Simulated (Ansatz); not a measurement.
**AgCl (Chlorargyrite, Fm-3m): thermal expansion from first principles**

Aim: the lattice, expansion, heat capacity and bulk modulus of AgCl (Chlorargyrite) as it warms.

Measurements to reproduce:
- volume expansion coefficient 98.7 1e-6/K near room temperature (given in “Descriptors for thermal expansion in solids”, 2017, arXiv:1701.03966)
- heat capacity C_P per formula unit 53 J/mol/K near room temperature (given in “High-Throughput Prediction of Finite-Temperature Properties using the Quasi-Harmonic Approximation”, 2016, arXiv:1603.06924)

Calculated with Ansatz 0.2.0; DFT LDA, scalar-relativistic, plane waves, PAW.

The database entry behind the starting cell differs from later determinations by our own check (an axis about 1.4 % short against later determinations), so it need not match the best structure at ambient conditions.

### 1. Starting point

Symmetry: Fm-3m, No. 225, cubic system. Conventional cell: a = 5.470 Å, b = 5.470 Å, c = 5.470 Å, α = 90.00°, β = 90.00°, γ = 90.00°. Ag has 6 Cl at 2.73 Å nearest. Nearest to Cl lie 6 Ag at 2.73 Å. Farther neighbours and most contacts between anions are not listed.

As a file:

```cif
data_structure
_symmetry_space_group_name_H-M 'P 1'
_symmetry_Int_Tables_number 1
_cell_length_a 3.8679
_cell_length_b 3.8679
_cell_length_c 3.8679
_cell_angle_alpha 60.000
_cell_angle_beta 60.000
_cell_angle_gamma 60.000
_cell_volume 40.92
loop_
_atom_site_label
_atom_site_type_symbol
_atom_site_fract_x
_atom_site_fract_y
_atom_site_fract_z
_atom_site_occupancy
Ag1 Ag 0.00000 0.00000 0.00000 1
Cl2 Cl 0.50000 0.50000 0.50000 1
```

### 2. A first coarse run

A cheap single point shows whether the cell is a metal or an insulator and how far it is from rest; that sets the k-mesh and the occupations of what follows.

Input file input.yaml:

```yaml
crystal:
  lattice:
    - [0.0, 2.735, 2.735]
    - [2.735, 0.0, 2.735]
    - [2.735, 2.735, 0.0]
  atoms:
    - { symbol: Ag, position: [0.0, 0.0, 0.0] }
    - { symbol: Cl, position: [0.5, 0.5, 0.5] }
kpoints:
  mp_grid: { grid: [6, 6, 6] }
hamiltonian:
  xc: lda
scf:
  occupations: { method: gaussian, width: 0.1 }
  lower_state_search: "off"
output:
  forces: true
  stress: true
  eigenvalues: true
```

Command:

```bash
> ansatz run input.yaml --threads 4 --pin off --max-ram 16384MiB --backend cpu --events-out ev --progress --plain --runs-dir out
```

Numbers of over 12 decimals in the logs are rounded to 6 here.

The program printed:

```text
Engine: ansatz 0.2.0, aarch64-unknown-linux-gnu
Pseudopotentials: kind: paw
Pseudopotential: Ag, paw, valence charge 19, recommended cutoff 420 eV (normal), Ag.paw.azcp
Pseudopotential: Cl, paw, valence charge 7, recommended cutoff 420 eV (normal), Cl.paw.azcp
Functional definition: SPW92
  exchange = slater_x
  correlation = pw_c
Crystal: 2 atoms, lattice volume = 40.917 Å³
Basis set: ecut = 420 eV, 821 PW (Γ)
Bands: 17, of which v1, the nominal top of the filled ones, is band 13 counted from 1 (12 counted from 0)
Symmetry: 48 space group operations
Space group: Fm-3m (ITA 225), of the structure as read, at distance tolerance 3.4e-5 Å
k-points: 16 of 216
Non-local potential: Ag, projectors of the file, l = 0: 3, l = 1: 2, l = 2: 2, l = 3: 1
Non-local potential: Cl, projectors of the file, l = 0: 2, l = 1: 2, l = 2: 2
PAW form: soft (Blöchl's): semilocal exchange-correlation on the pseudo side does not see the compensation charge
PAW frozen core: Ag, regenerated for the run's functional, and the local potential with it (the file was generated under x = pbe(κ = 0.804, μ = 0.219515), c = pbe(β = 0.066725))
PAW frozen core: Cl, regenerated for the run's functional, and the local potential with it (the file was generated under x = pbe(κ = 0.804, μ = 0.219515), c = pbe(β = 0.066725))
PAW one-centre angular grid: Ag, 590 points (default); XC on 64 Gauss nodes
PAW one-centre angular grid: Cl, 110 points (default); XC on 64 Gauss nodes
Initial density: superposition of atomic densities (neutral atoms: chi_scale 0, normalization atom), corrected by the library's trained network
Initial wavefunctions: pseudopotential atomic-orbital guess
Functional: x = slater, c = lda
SCF iter   1: F=—  HF=-8502.911677 eV  |F-HF|=—  |Δ(HF+E_count)|=         —  Δρ=1.18e-2  dr2=5.14e-2  ethr=1.77e-3  ⟨swp⟩=5.4  Hψ=1271  notcnv=0
preconditioner: auto → none  [insulator: Δε(μ)=0.466 eV  Ē_g=10.838 eV  σ=0.100 eV  W_gap=1.00  n_scr=14 (ndim 8)  ℏωp=24.6 eV  f_vac=0.026  D(μ)=0.00/eV (n_scr^D=0)  ε∞_Penn≈6.2]
SCF iter   2: F=—  HF=-8502.896740 eV  |F-HF|=—  |Δ(HF+E_count)|=   1.49e-2  Δρ=4.76e-3  dr2=4.65e-3  ethr=1.98e-4  ⟨swp⟩=2.2  Hψ=584  notcnv=0
SCF iter   3: F=—  HF=-8502.895308 eV  |F-HF|=—  |Δ(HF+E_count)|=   1.43e-3  Δρ=2.00e-3  dr2=8.27e-4  ethr=1.79e-5  ⟨swp⟩=2.2  Hψ=455  notcnv=0
SCF iter   4: F=—  HF=-8502.895089 eV  |F-HF|=—  |Δ(HF+E_count)|=   2.19e-4  Δρ=7.55e-4  dr2=1.55e-4  ethr=3.18e-6  ⟨swp⟩=2.0  Hψ=367  notcnv=0
SCF iter   5: F=—  HF=-8502.895039 eV  |F-HF|=—  |Δ(HF+E_count)|=   5.02e-5  Δρ=9.26e-5  dr2=2.08e-6  ethr=5.96e-7  ⟨swp⟩=2.1  Hψ=383  notcnv=0
SCF iter   6: F=—  HF=-8502.895048 eV  |F-HF|=—  |Δ(HF+E_count)|=   8.68e-6  Δρ=8.48e-6  dr2=1.89e-8  ethr=3.85e-10  ⟨swp⟩=3.6  Hψ=1209  notcnv=0
SCF iter   7: F=-8502.895048 eV  HF=-8502.895048 eV  |F-HF|=2.18e-11  |Δ(HF+E_count)|=   3.98e-9  Δρ=4.74e-7  dr2=5.60e-11  ethr=7.27e-11  ⟨swp⟩=2.0  Hψ=879  notcnv=0
SCF 1 converged in 7 iterations: F = -8502.895048 eV  dr2 = 5.60e-11
  greatest PAW one-centre occupation: 1.002 electrons in one spin orbital (limit 2), on the Ag atom at site 0 (counted from 0), in its partial waves of l = 0
SCF converged after 7 iterations
Free energy (F): -8502.895048 eV
Harris-Foulkes:  -8502.895048 eV  (|F-HF|=2.18e-11)
Internal energy: -8502.895048 eV  (E = F + TS)
E sigma→0 (E₀):  -8502.895048 eV
Entropy (-TS):   -0.000000 eV (-0.000 meV/atom)
Fermi energy:    8.837746 eV
--- Per-component energies (eV) ---
  E_band       = -352.431072
  E_kinetic    = 688.822298
  E_local      = -3150.351805  (includes V_loc(G=0)·N_el)
  E_nonlocal   = 120.717661
  E_hartree    = 1378.964806
  E_xc         = -287.355724
  E_vxc        = -353.135948  (∫ρ·V_xc dr)
  E_paw        = -4398.815510  (= ΣΔE_a)
  E_vpaw       = -416.413293  (= ΣTr[D̂ρ^β])
  E_aug_tail   = 0.000371  (compensation charges beyond the density's cutoff)
  E_ewald      = -2855.792444
  E_core_change = 0.915299  (= ΣΔE_core)
  E_smearing   = -0.000000  (= −TS)
  E_closure    = -0.000000  (closes the sum)
  Σ components = -8502.895048   (vs F -8502.895048, Δ=0.00e0)
--- Forces (eV/Å), atoms counted from 1 ---
  atom   1  Ag    -0.00000000     0.00000000    -0.00000000
  atom   2  Cl     0.00000000    -0.00000000     0.00000000
  max |Σ_I F_I| component: 3.62e-30 eV/Å
--- Stress (GPa, compression-positive) ---
       -3.758366      -0.000000      -0.000000
       -0.000000      -3.758366      -0.000000
        0.000000       0.000000      -3.758366
  P = ⅓ Tr σ = -3.7584 GPa (-37.584 kbar)
--- Band table (eV; the first three rows and the last of 16) ---
  k-point 0: bands = [... 9 lower, 5.8619, 6.0388, 6.0388, 6.0388, 9.1273, 19.0599, 19.0599, 19.0599]
  k-point 1: bands = [... 9 lower, 5.9245, 6.1977, 7.0980, 7.0980, 10.3490, 17.1051, 18.3581, 18.3581]
  k-point 2: bands = [... 9 lower, 6.1327, 6.4342, 8.0903, 8.0903, 11.9705, 15.3474, 16.5718, 16.5718]
  k-point 15: bands = [... 9 lower, 6.3744, 6.3779, 6.4028, 7.0401, 11.8373, 16.0541, 16.5017, 17.2476]
```

The job ended after 0.42 s (4 threads of Arm Neoverse V1, shared host; peak memory 0.29 GiB; 1.1 s of CPU time).

This step gave:

```
pressure          : -3.758 GPa
volume per atom   : 20.46 Å³/atom
gap on the k-mesh : 0.6120 eV
```

The start is under -3.8 GPa at this level and looks like an insulator or semiconductor on this mesh.

### 3. Relaxation

Phonons are second derivatives about a minimum, so cell and atoms are relaxed first, inside the symmetry of the start.

input.yaml, the sections that differ from step 2:

```yaml
kpoints:
  mp_grid: { grid: [8, 8, 8] }
scf:
  occupations: { method: gaussian, width: 0.02 }
  lower_state_search: "off"
relax:
  adjacent_minimum: "off"
  f_tol: 0.005
  max_steps: 80
  cell: { stress_tol: 0.05 }
# crystal, hamiltonian, output: as in step 2
```

The program printed:

```text
[...]
Crystal: 2 atoms, lattice volume = 40.917 Å³
Basis set: ecut = 420 eV, 821 PW (Γ)
Bands: 17, of which v1, the nominal top of the filled ones, is band 13 counted from 1 (12 counted from 0)
Symmetry: 48 space group operations
[...]
k-points: 29 of 512
[...]
SCF iter   1: F=—  HF=-8502.912590 eV  |F-HF|=—  |Δ(HF+E_count)|=         —  Δρ=1.18e-2  dr2=5.18e-2  ethr=1.77e-3  ⟨swp⟩=5.4  Hψ=2396  notcnv=0
[...]
SCF iter   7: F=-8502.895860 eV  HF=-8502.895860 eV  |F-HF|=2.55e-11  |Δ(HF+E_count)|=   4.48e-9  Δρ=4.96e-7  dr2=5.96e-11  ethr=7.94e-11  ⟨swp⟩=2.0  Hψ=1616  notcnv=0
SCF 1 converged in 7 iterations: F = -8502.895860 eV  dr2 = 5.96e-11
[...]
relax step   1: F+E_penalty+E_count = -8502.89586041 eV  Δ(F+E_penalty+E_count) = +0.000e0 eV  max|allowed force component| = 2.971e-29 eV/Å  Δτ_max = 0.0000 Å  P = -3.772 GPa  Ω = 40.917 Å³  (7 SCF iters, dr2 threshold 1.00e-7 eV, accepted)
Crystal: 2 atoms, lattice volume = 37.961 Å³
Basis set: ecut = 420 eV, 725 PW (Γ)
[...]
iter 1 solved again at ethr=5.02e-6 eV; its pass at ethr=3.10e-3 eV (dr2=1.31e-3 eV) is discarded
[...]
SCF iter   6: F=-8502.927215 eV  HF=-8502.927215 eV  |F-HF|=1.12e-9  |Δ(HF+E_count)|=   7.96e-8  Δρ=4.56e-6  dr2=5.28e-9  ethr=7.69e-10  ⟨swp⟩=4.3  Hψ=1769  notcnv=0
SCF 2 converged in 6 iterations: F = -8502.927215 eV  dr2 = 5.28e-9
relax step   2: F+E_penalty+E_count = -8502.92721523 eV  Δ(F+E_penalty+E_count) = -3.135e-2 eV  max|allowed force component| = 2.613e-30 eV/Å  Δτ_max = 0.0000 Å  P = +0.764 GPa  Ω = 37.961 Å³  energy of the carried Pulay correction = +2.689e-4 eV  (6 SCF iters, dr2 threshold 2.00e-7 eV, accepted)
Crystal: 2 atoms, lattice volume = 38.429 Å³
Basis set: ecut = 420 eV, 749 PW (Γ)
[...]
SCF iter   4: F=-8502.928116 eV  HF=-8502.928116 eV  |F-HF|=2.58e-9  |Δ(HF+E_count)|=   4.14e-7  Δρ=7.14e-6  dr2=9.42e-9  ethr=7.69e-10  ⟨swp⟩=3.3  Hψ=1995  notcnv=0
SCF 3 converged in 4 iterations: F = -8502.928116 eV  dr2 = 9.42e-9
relax step   3: F+E_penalty+E_count = -8502.92811588 eV  Δ(F+E_penalty+E_count) = -9.007e-4 eV  max|allowed force component| = 3.911e-30 eV/Å  Δτ_max = 0.0000 Å  P = -0.106 GPa  Ω = 38.429 Å³  energy of the carried Pulay correction = +2.250e-4 eV  (4 SCF iters, dr2 threshold 2.00e-7 eV, accepted)
[...]
relax step   4: F+E_penalty+E_count = -8502.92814093 eV  Δ(F+E_penalty+E_count) = -2.504e-5 eV  max|allowed force component| = 4.996e-30 eV/Å  Δτ_max = 0.0000 Å  P = -0.002 GPa  Ω = 38.371 Å³  energy of the carried Pulay correction = +2.304e-4 eV  (3 SCF iters, dr2 threshold 2.83e-8 eV, accepted)
[...]
SCF iter   6: F=-8502.927860 eV  HF=-8502.927860 eV  |F-HF|=0.00e0  |Δ(HF+E_count)|=    0.00e0  Δρ=3.14e-8  dr2=1.05e-13  ethr=1.00e-12  ⟨swp⟩=5.0  Hψ=1955  notcnv=0
SCF 5 converged in 6 iterations: F = -8502.927860 eV  dr2 = 1.05e-13
relax step   5: F+E_penalty+E_count = -8502.92785996 eV  Δ(F+E_penalty+E_count) = +2.810e-4 eV  max|allowed force component| = 3.944e-30 eV/Å  Δτ_max = 0.0000 Å  P = +0.003 GPa  Ω = 38.371 Å³  stress off target by 2.51e-3 GPa  SCF on the basis re-selected at this cell (its energy is not comparable with the rows above)  (6 SCF iters)
basis re-selected at this cell: Δ(F+E_penalty+E_count) = +2.810e-4 eV, ΔP = +0.005 GPa vs the last step (what re-selecting the basis moved, of the pressure what is left beyond the Pulay correction that the steps carried, after the strain that the cell walked since its last selection, with what the two solves' SCF thresholds leave and, on support functions, any second-order correction that the steps lacked; it is no m [...]
SCF converged after 6 iterations
Free energy (F): -8502.927860 eV
[...]
Internal energy: -8502.927860 eV  (E = F + TS)
E sigma→0 (E₀):  -8502.927860 eV
Fermi energy:    10.009940 eV
[...]
--- Stress (GPa, compression-positive) ---
        0.002513      -0.000000      -0.000000
       -0.000000       0.002513      -0.000000
       -0.000000      -0.000000       0.002513
  P = ⅓ Tr σ = 0.0025 GPa (0.025 kbar)
--- Band table (eV; the first three rows and the last of 29) ---
  k-point 0: bands = [... 9 lower, 6.7387, 6.9417, 6.9417, 6.9417, 10.3226, 20.2021, 20.2021, 20.2021]
  k-point 1: bands = [... 9 lower, 6.7643, 7.0743, 7.7911, 7.7911, 11.1310, 18.8146, 19.9095, 19.9095]
  k-point 2: bands = [... 9 lower, 6.9319, 7.2501, 8.7041, 8.7041, 12.5233, 17.2198, 18.5602, 18.5602]
  k-point 28: bands = [... 9 lower, 7.2824, 7.3411, 7.3763, 8.1651, 13.8171, 17.3519, 17.3519, 17.4719]
--- Relaxed structure (4 steps of the walk, 4 accepted, 1 SCFs on fresh bases) ---
  F+E_penalty+E_count = -8502.92785996 eV   max|allowed force component| = 3.944e-30 eV/Å   (the final SCF, on the basis selected at the relaxed cell)
  cell:  # Å, volume = 38.3714 Å³
    - [0, 2.677067, 2.677067]
    - [2.677067, 0, 2.677067]
    - [2.677067, 2.677067, 0]
  atoms:
    - { symbol: Ag, position: [0, 0, 0] }
    - { symbol: Cl, position: [0.5, 0.5, 0.5] }
```

The job ended after 2 s (4 threads; peak memory 0.32 GiB; 6.6 s of CPU time).

Relaxation path:

```tsv
step	energy less that of the first step (eV)	largest force component (eV/Å)	pressure (GPa)	volume (Å³)
1	0.0000	0.0000	-3.77	40.92
2	-0.0314	0.0000	0.76	37.96
3	-0.0323	0.0000	-0.11	38.43
4	-0.0323	0.0000	0.00	38.37
5*	-0.0320	0.0000	0.00	38.37
```

Relaxation steps marked * repeat the geometry before them on a plane-wave basis chosen anew for their cell, so energy and pressure can jump there.

The run keeps the 48 symmetry operations that it works with, so distortions that break them were not tested.

```tsv
conventional cell, symmetrised	before	after	change
a (Å)	5.470	5.354	-2.1 %
b (Å)	5.470	5.354	-2.1 %
c (Å)	5.470	5.354	-2.1 %
volume (Å³/atom)	20.46	19.19	-6.2 %
```

Final coordinates:

```cif
data_structure
_symmetry_space_group_name_H-M 'P 1'
_symmetry_Int_Tables_number 1
_cell_length_a 3.7859
_cell_length_b 3.7859
_cell_length_c 3.7859
_cell_angle_alpha 60.000
_cell_angle_beta 60.000
_cell_angle_gamma 60.000
_cell_volume 38.37
loop_
_atom_site_label
_atom_site_type_symbol
_atom_site_fract_x
_atom_site_fract_y
_atom_site_fract_z
_atom_site_occupancy
Ag1 Ag 0.00000 0.00000 0.00000 1
Cl2 Cl 0.50000 0.50000 0.50000 1
```

This step gave:

- pressure: 0.002513 GPa
- gap on the k-mesh: 0.6267 eV
- volume per atom: 19.19 Å³/atom

The relaxation ends with a pressure of 0.00 GPa.

### 4. Relaxing to small residual forces and stress

The relaxation is repeated with tighter thresholds on force and stress, since phonons are sensitive to what is left; a change of mesh or smearing in the input moves the cell too.

input.yaml, the sections that differ from step 3:

```yaml
crystal:
  lattice:
    - [0.0, 2.6770674773, 2.6770674773]
    - [2.6770674773, 0.0, 2.6770674773]
    - [2.6770674773, 2.6770674773, 0.0]
  atoms:
    - { symbol: Ag, position: [0.0, 0.0, 0.0] }
    - { symbol: Cl, position: [0.5, 0.5, 0.5] }
scf:
  occupations: { method: fixed }
  lower_state_search: "off"
relax:
  adjacent_minimum: "off"
  f_tol: 0.001
  max_steps: 60
  cell: { stress_tol: 0.01 }
# kpoints, hamiltonian, output: as in step 3
```

The program printed:

```text
[...]
Crystal: 2 atoms, lattice volume = 38.371 Å³
Basis set: ecut = 420 eV, 749 PW (Γ)
Bands: 17, of which v1, the nominal top of the filled ones, is band 13 counted from 1 (12 counted from 0)
Symmetry: 48 space group operations
[...]
k-points: 29 of 512
[...]
k-point 28: bands = [... 9 lower, 7.2824, 7.3411, 7.3763, 8.1651, 13.8171, 17.3519, 17.3519, 17.4719]
--- Relaxed structure (1 steps of the walk, 1 accepted, 1 SCFs on fresh bases) ---
[...]
cell:  # Å, volume = 38.3714 Å³
    - [0.0, 2.6770674773, 2.6770674773]
    - [2.6770674773, 0.0, 2.6770674773]
    - [2.6770674773, 2.6770674773, 0.0]
  atoms:
    - { symbol: Ag, position: [0.0, 0.0, 0.0] }
    - { symbol: Cl, position: [0.5, 0.5, 0.5] }
[key lines of the parts left out:]
SCF converged after 5 iterations
Free energy (F): -8502.927860 eV
Fermi energy:    9.695939 eV
P = ⅓ Tr σ = 0.0025 GPa (0.025 kbar)
```

It took 0.96 s on 4 threads; peak memory 0.31 GiB; 3 s of CPU time.

Little changed from the start: no atom moved by 0.005 Å and no cell edge by 0.1 %.

Numbers from this step:

| Quantity | Value |
| --- | --- |
| pressure | 0.002514 GPa |

The residual pressure is 0.0025 GPa, small enough for phonons.

### 5. A new level, relaxed again

The functional, the potentials or the cutoff change, so the crystal is relaxed again at the new setting.

Edit input.yaml of step 4 so:

```diff
@@ -19,2 +19,4 @@
   eigenvalues: true
+basis:
+  ecutwfc: 550.0
 relax:
```

A higher cutoff as a rule lowers the total energy; the question is whether the property still moves.

The program printed:

```text
[...]
Crystal: 2 atoms, lattice volume = 38.371 Å³
Basis set: ecut = 550 eV, 1139 PW (Γ)
Bands: 17, of which v1, the nominal top of the filled ones, is band 13 counted from 1 (12 counted from 0)
Symmetry: 48 space group operations
[...]
k-points: 29 of 512
[...]
k-point 28: bands = [... 9 lower, 7.2817, 7.3403, 7.3754, 8.1644, 13.8169, 17.3515, 17.3515, 17.4717]
--- Relaxed structure (1 steps of the walk, 1 accepted, 1 SCFs on fresh bases) ---
[...]
cell:  # Å, volume = 38.3714 Å³
    - [0.0, 2.6770674773, 2.6770674773]
    - [2.6770674773, 0.0, 2.6770674773]
    - [2.6770674773, 2.6770674773, 0.0]
  atoms:
    - { symbol: Ag, position: [0.0, 0.0, 0.0] }
    - { symbol: Cl, position: [0.5, 0.5, 0.5] }
[key lines of the parts left out:]
SCF converged after 5 iterations
Free energy (F): -8502.929134 eV
Fermi energy:    9.695235 eV
P = ⅓ Tr σ = 0.0022 GPa (0.022 kbar)
```

It took 1.1 s on 4 threads; peak memory 0.34 GiB; 3.5 s of CPU time.

Little changed from the start: no atom moved by 0.005 Å and no cell edge by 0.1 %.

This step gave:

```
pressure          : 0.002227 GPa
gap on the k-mesh : 0.6273 eV
```

The residual pressure is 0.0022 GPa, small enough for phonons.

(Part 1 of 3 ends here.)

[Logs are printed without paths, hosts, clocks, repeated set-up lines and the standing remarks that a program may print on its own settings, such as how far it seeks lower states.]

[Hosts, paths, dates, database ids (printed as entryN), source tags and the programs' standing remarks are cut or masked in the printed files.]

[A step with changed settings may run another functional than the one named; its input shows which.]

[Pressures of single members of a volume series are the stress at the run's cutoff; with an incomplete basis they can lie off −dE/dV of the same runs, and they are not shown converged.]
